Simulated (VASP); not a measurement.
Input of a VASP 6.6.1 run:

The input run.py:

```python
from ase.calculators.vasp import Vasp
from ase.dft.bandgap import bandgap
from ase.spacegroup import crystal

atoms = crystal(
    ['Hg', 'Te'],
    basis=[[0.0, 0.0, 0.0], [0.5, 0.0, 0.0]],
    spacegroup=225,
    setting=1,
    cellpar=[6.18566493, 6.18566493, 6.18566493, 90.0, 90.0, 90.0],
    primitive_cell=True,
)
calc = Vasp(
    directory='calc',
    xc='rpbe',
    pp='PBE',
    setups='recommended',
    prec='Accurate',
    encut=520,
    ediff=1e-06,
    ismear=-1,
    sigma=0.1,
    lreal=False,
    lasph=True,
    nelm=100,
    algo='Normal',
    isif=2,
    lwave=False,
    lcharg=False,
    kpts=[7, 7, 7],
    gamma=True,
    nbands=16,
)
atoms.calc = calc

print('energy (eV):', atoms.get_potential_energy())
print('free energy (eV):', atoms.get_potential_energy(force_consistent=True))
print('forces (eV/A):')
print(atoms.get_forces())
print('stress (eV/A^3, Voigt):', atoms.get_stress())
print('Fermi level (eV):', calc.get_fermi_level())
gap, top, bottom = bandgap(calc)
print('band gap (eV):', gap, 'from (spin, k, band)', top, 'to', bottom)
```

Potentials or basis: VASP PAW PBE potentials, release 64 (Hg, Te).

Launch:

```console
$ python run.py
```

What does it give for the band gap on the k mesh?

None (metal or under the smearing width).

Estimate the pressure.

1.0 GPa.

Caveat: the PAW data sets were made with another functional, which shifts forces and pressure a little. Spin-orbit coupling is left out, which matters for the levels of Hg, Te.
